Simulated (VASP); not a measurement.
# TaSi (P6_3/mmc) in VASP: single point with PBE

Aim: the single point of TaSi with PBE.

All numbers are computed with VASP 6.6.1; they aren't measurements. Logs are shortened: lines on timing, memory, paths and dates and some standing lists are left out, and cuts for length are marked.

## Step 1: The crystal as given

It takes space group P6_3/mmc (No. 194, hexagonal). The conventional cell has a = 4.402 Å, b = 4.402 Å, c = 4.991 Å, α = 90.00°, β = 90.00°, γ = 120.00°. Ta (site symmetry -6m2) is surrounded by 5 Si at 2.50 to 2.54 Å. Si (site symmetry -6m2) has 5 Ta at 2.50 to 2.54 Å as nearest neighbours.

The cell comes from a database or a generator and needn't be the stable form of this composition.

## Step 2: Single point, PBE

File INCAR:

```
PREC     = Accurate       # precision mode
ENCUT    = 520            # plane-wave cutoff, eV
EDIFF    = 1E-7           # SCF threshold, eV
ISMEAR   = -1             # smearing method
SIGMA    = 0.03           # smearing width, eV
LREAL    = F              # projectors in reciprocal space
LASPH    = T              # aspherical terms in the spheres
NELM     = 100            # most SCF steps
ALGO     = Normal         # electronic algorithm
ISIF     = 2              # what is computed and relaxed
LWAVE    = F              # write WAVECAR
LCHARG   = T              # write CHGCAR
GGA      = PE             # functional
LELF     = T              # ELF
LVHAR    = T            
NBANDS   = 23             # bands
```

File KPOINTS:

```
regular mesh
0
Gamma
  10 10 6
```

File POSCAR:

```
TaSi
1.0
    4.4024234723      0.0000000000      0.0000000000
   -2.2012117362      3.8126105652      0.0000000000
    0.0000000000      0.0000000000      4.9911179725
Ta Si
2 2
Direct
    0.3333333333      0.6666666667     -0.0619989047
    0.6666666667      0.3333333333      0.4380010953
    0.3333333333      0.6666666667      0.4379989047
    0.6666666667      0.3333333333      0.9379989047
```

Potentials or basis: VASP PAW PBE potentials, release 64 (Ta_pv, Si).

Started as:

```console
cat potpaw_PBE.64/Ta_pv/POTCAR potpaw_PBE.64/Si/POTCAR > POTCAR
mpirun -np 1 vasp_std > vasp.out
```

OUTCAR:

```text
PREC = Accurate
   ENCUT = 520
   EDIFF = 1E-7
   ISMEAR = -1
   LREAL = F
   LASPH = T
   NELM = 100
   ISIF = 2
   GGA = PE

 ion  position               nearest neighbor table
   1  0.333  0.667  0.938-   3 2.50   3 2.50   4 2.54   4 2.54   4 2.54   2 3.56   2 3.56   2 3.56
                             2 3.56   2 3.56   2 3.56
   2  0.667  0.333  0.438-   4 2.50   4 2.50   3 2.54   3 2.54   3 2.54   1 3.56   1 3.56   1 3.56
                             1 3.56   1 3.56   1 3.56
   3  0.333  0.667  0.438-   1 2.50   1 2.50   2 2.54   2 2.54   2 2.54
   4  0.667  0.333  0.938-   2 2.50   2 2.50   1 2.54   1 2.54   1 2.54

  LATTYP: Found a hexagonal cell.
 ALAT       =     4.4024234723
 C/A-ratio  =     1.1337205528

  Lattice vectors:

 A1 = (   4.4024234723,   0.0000000000,   0.0000000000)
 A2 = (  -2.2012117362,   3.8126105652,   0.0000000000)
 A3 = (   0.0000000000,   0.0000000000,   4.9911179725)

Analysis of symmetry for initial positions (statically):
=====================================================================
 Subroutine PRICEL returns:
 Original cell was already a primitive cell.

 Routine SETGRP: Setting up the symmetry group for a
 hexagonal supercell.

 Subroutine GETGRP returns: Found 24 space group operations
 (whereof  6 operations were pure point group operations)
 out of a pool of 24 trial point group operations.

The static configuration has the point symmetry C_3v.
 The point group associated with its full space group is D_6h.

Analysis of symmetry for dynamics (positions and initial velocities):
=====================================================================
 Subroutine PRICEL returns:
 Original cell was already a primitive cell.

 Routine SETGRP: Setting up the symmetry group for a
 hexagonal supercell.

 Subroutine GETGRP returns: Found 24 space group operations
 (whereof  6 operations were pure point group operations)
 out of a pool of 24 trial point group operations.

The dynamic configuration has the point symmetry C_3v.
 The point group associated with its full space group is D_6h.

 Subroutine INISYM returns: Found 24 space group operations
 (whereof  6 operations are pure point group operations),
 and found     1 'primitive' translations

----------------------------------------------------------------------------------------

                                     Primitive cell

  volume of cell :      83.7745

  direct lattice vectors                    reciprocal lattice vectors
     4.402423472  0.000000000  0.000000000     0.227147617  0.131143738  0.000000000
    -2.201211736  3.812610565  0.000000000     0.000000000  0.262287475  0.000000000
     0.000000000  0.000000000  4.991117972     0.000000000  0.000000000  0.200355913

  length of vectors
     4.402423472  4.402423472  4.991117972     0.262287475  0.262287475  0.200355913

  position of ions in fractional coordinates (direct lattice)
     0.333333333  0.666666667  0.938001095
     0.666666667  0.333333333  0.438001095
     0.333333333  0.666666667  0.437998905
     0.666666667  0.333333333  0.937998905

  ion indices of the primitive-cell ions
   primitive index   ion index
                 1           1
                 2           2
                 3           3
                 4           4

----------------------------------------------------------------------------------------

 KPOINTS: regular mesh

Automatic generation of k-mesh.
 Grid dimensions read from file:
 generate k-points for:   10   10    6

 Generating k-lattice:

  Cartesian coordinates                     Fractional coordinates (reciprocal lattice)
     0.022714762  0.013114374  0.000000000     0.100000000 -0.000000000  0.000000000
     0.000000000  0.026228748  0.000000000     0.000000000  0.100000000  0.000000000
     0.000000000  0.000000000  0.033392652     0.000000000  0.000000000  0.166666667

  Length of vectors
     0.026228748  0.026228748  0.033392652

  Shift w.r.t. Gamma in fractional coordinates (k-lattice)
     0.000000000  0.000000000  0.000000000

 Subroutine IBZKPT returns following result:
 ===========================================

 Found     56 irreducible k-points:

 Following reciprocal coordinates:
            Coordinates               Weight
  0.000000  0.000000  0.000000      1.000000
  0.100000 -0.000000  0.000000      6.000000
  0.200000 -0.000000  0.000000      6.000000
  0.300000 -0.000000  0.000000      6.000000
  0.400000  0.000000  0.000000      6.000000
  0.500000 -0.000000  0.000000      3.000000
[... 16 lines left out ...]
  0.300000  0.100000  0.166667     24.000000
  0.400000  0.100000  0.166667     24.000000
 [... further k-points ...]
   k-points           NKPTS =     56   k-points in BZ     NKDIM =     56   number of bands    NBANDS=     23
   number of dos      NEDOS =    301   number of ions     NIONS =      4
   total plane-waves  NPLWV =  51840
   dimension x,y,z NGX =    36 NGY =   36 NGZ =   40
   dimension x,y,z NGXF=    72 NGYF=   72 NGZF=   80
   ions per type =               2   2
   NGX,Y,Z   is equivalent  to a cutoff of  13.59, 13.59, 13.32 a.u.
   NGXF,Y,Z  is equivalent  to a cutoff of  27.19, 27.19, 26.65 a.u.
 SYSTEM =  unknown system
   PREC   = accura    normal or accurate (medium, high low for compatibility)
   ISTART =      0    job   : 0-new  1-cont  2-samecut
   ICHARG =      2    charge: 1-file 2-atom 10-const
   ISPIN  =      1    spin polarized calculation?
   LNONCOLLINEAR =      F non collinear calculations
   LSORBIT =      F    spin-orbit coupling
   LASPH  =      T    aspherical Exc in radial PAW
   ENCUT  =  520.0 eV  38.22 Ry    6.18 a.u.   8.19  8.19  9.28*2*pi/ulx,y,z
   NELM   =    100;   NELMIN=  2; NELMDL= -5     # of ELM steps
   EDIFF  = 0.1E-06   stopping-criterion for ELM
   LREAL  =      F    real-space projection
   EDIFFG = 0.1E-05   stopping-criterion for IOM
   NSW    =      0    number of steps for IOM
   IBRION =     -1    ionic relax: 0-MD 1-quasi-New 2-CG
   NFREE  =      0    steps in history (QN), initial steepest desc. (CG)
   ISIF   =      2    stress and relaxation
   ISYM   =      2    0-nonsym 1-usesym 2-fastsym
   POTIM  = 0.5000    time-step for ionic-motion
   TEBEG  =    0.0;   TEEND  =   0.0 temperature during run
   PSTRESS=    0.0 pullay stress
   NELECT =      30.0000    total number of electrons
   NUPDOWN=      -1.0000    fix difference up-down
   EMIN   =  10.00;   EMAX   =-10.00  energy-range for DOS
   EFERMI =   0.00;   METHOD = LEGACY
   ISMEAR =    -1;   SIGMA  =   0.03  broadening in eV -4-tet -1-fermi 0-gaus
   EFERMI_NEDOS =   21; number of points for ismear=-14 and -15
   IALGO  =     38    algorithm
   IMIX   =      4    mixing-type and parameters
     AMIX     =   0.40;   BMIX     =  1.00
     AMIX_MAG =   1.60;   BMIX_MAG =  1.00
  volume/ion in A,a.u.               =      20.94       141.33
  Fermi-wavevector in a.u.,A,eV,Ry     =   1.162549  2.196899 18.388544  1.351520
  Thomas-Fermi vector in A             =   2.299109
   LORBIT       =      0    0 simple, 1 ext, 2 COOP (PROOUT), +10 PAW based schemes
   GGA     = PE    functional components
   LHFCALC =     F    Hartree Fock is set to
   AEXX    =    0.0000 exact exchange contribution
   IVDW    =     0    specifies the selected vdW correction
   LEPSILON=     F    determine dielectric tensor
   LRPA    =     F    only Hartree local field effects (RPA)
 non-spin polarized calculation
  energy-cutoff  :      520.00
  volume of cell :       83.77
 maximum number of plane-waves:      2273
 NGX is ok and might be reduce to    36
   NGX = 17   NGY = 17   NGZ = 19

 number of electron      30.0000003 magnetization

 Free energy of the ion-electron system (eV)
  ---------------------------------------------------
  ext. energy  EPLUGINS =         0.00000000
  ---------------------------------------------------
  free energy    TOTEN  =       -33.47604657 eV

  energy without entropy =      -33.46354814  energy(sigma->0) =      -33.46979736

 E-fermi :   5.0086     XC(G=0): -10.4202

 val. band max:        4.9665332001   @ k =   0.1000   0.1000   0.1667
 cond. band min:       5.0162297970   @ k =   0.3000   0.1000   0.3333
 fundamental gap:      0.0496965969
 Fermi energy:         5.0085831388

 k-point     1 :       0.0000    0.0000    0.0000
  band No.  band energies     occupation
      1     -29.7339      2.00000
      2     -29.7339      2.00000
      3     -29.7050      2.00000
      4     -29.6772      2.00000
      5     -29.6772      2.00000
      6     -29.5728      2.00000
[... 15 lines left out ...]
     22       9.8368      0.00000
     23      10.3903      0.00000

 k-point     2 :       0.1000   -0.0000    0.0000
  band No.  band energies     occupation
      1     -29.7350      2.00000
      2     -29.7343      2.00000
      3     -29.7020      2.00000
      4     -29.6794      2.00000
      5     -29.6767      2.00000
      6     -29.5756      2.00000
[... 15 lines left out ...]
     22       9.3775      0.00000
     23      10.4237      0.00000

 k-point     3 :       0.2000   -0.0000    0.0000
  band No.  band energies     occupation
      1     -29.7379      2.00000
      2     -29.7352      2.00000
      3     -29.6936      2.00000
      4     -29.6852      2.00000
      5     -29.6754      2.00000
      6     -29.5836      2.00000
[... 15 lines left out ...]
     22       8.4856      0.00000
     23       9.3956      0.00000
[... 495 lines left out ...]
 k-point    23 :       0.3000    0.1000    0.1667
  band No.  band energies     occupation
      1     -29.7424      2.00000
      2     -29.7386      2.00000
      3     -29.7071      2.00000
      4     -29.6781      2.00000
      5     -29.6591      2.00000
      6     -29.6027      2.00000
[... 15 lines left out ...]
     22       8.7748      0.00000
     23       9.6334      0.00000

 k-point    24 :       0.4000    0.1000    0.1667
  band No.  band energies     occupation
      1     -29.7445      2.00000
      2     -29.7387      2.00000
      3     -29.7135      2.00000
      4     -29.6776      2.00000
      5     -29.6481      2.00000
      6     -29.6111      2.00000
[... 15 lines left out ...]
     22       8.5377      0.00000
     23       9.5698      0.00000

 [... further k-points ...]

------------------------ aborting loop because EDIFF is reached ----------------------------------------

  FORCE on cell =-STRESS in cart. coord.  units (eV):
  Direction    XX          YY          ZZ          XY          YZ          ZX
  --------------------------------------------------------------------------------------
  -------------------------------------------------------------------------------------
  Total        0.0283059      0.0283059      0.0453537     -0.0000000      0.0000000      0.0000000
  in kB        0.5413458      0.5413458      0.8673844     -0.0000000      0.0000000      0.0000000
  external PRESSURE =       0.6500253 kB  Pullay stress =       0.0000000 kB

 VOLUME and BASIS-vectors are now :
 -----------------------------------------------------------------------------
  energy-cutoff  :      520.00
  volume of cell :       83.77
      direct lattice vectors                 reciprocal lattice vectors
     4.402423472  0.000000000  0.000000000     0.227147617  0.131143738  0.000000000
    -2.201211736  3.812610565  0.000000000     0.000000000  0.262287475  0.000000000
     0.000000000  0.000000000  4.991117972     0.000000000  0.000000000  0.200355913

 POSITION                                       TOTAL-FORCE (eV/Angst)
 -----------------------------------------------------------------------------------
     -0.00000      2.54174      4.68167         0.000000     -0.000000      0.000000
      2.20121      1.27087      2.18612        -0.000000      0.000000      0.000000
     -0.00000      2.54174      2.18610        -0.000000      0.000000      0.000000
      2.20121      1.27087      4.68166         0.000000      0.000000      0.000000
 -----------------------------------------------------------------------------------
    total drift:                               -0.000000      0.000000     -0.000821

  FREE ENERGIE OF THE ION-ELECTRON SYSTEM (eV)
  ---------------------------------------------------
  free  energy   TOTEN  =       -33.4760465720 eV

  energy  without entropy=      -33.4635481445  energy(sigma->0) =      -33.46979736
```

It took 37 s on 1 thread of Intel Xeon 6975P-C (Granite Rapids), shared host; peak memory 0.27 GiB.

Results:

```
Free energy            : -33.4760 eV
Pressure               : 0.1 GPa
Band gap on the k mesh : none (metal or under the smearing width)
```
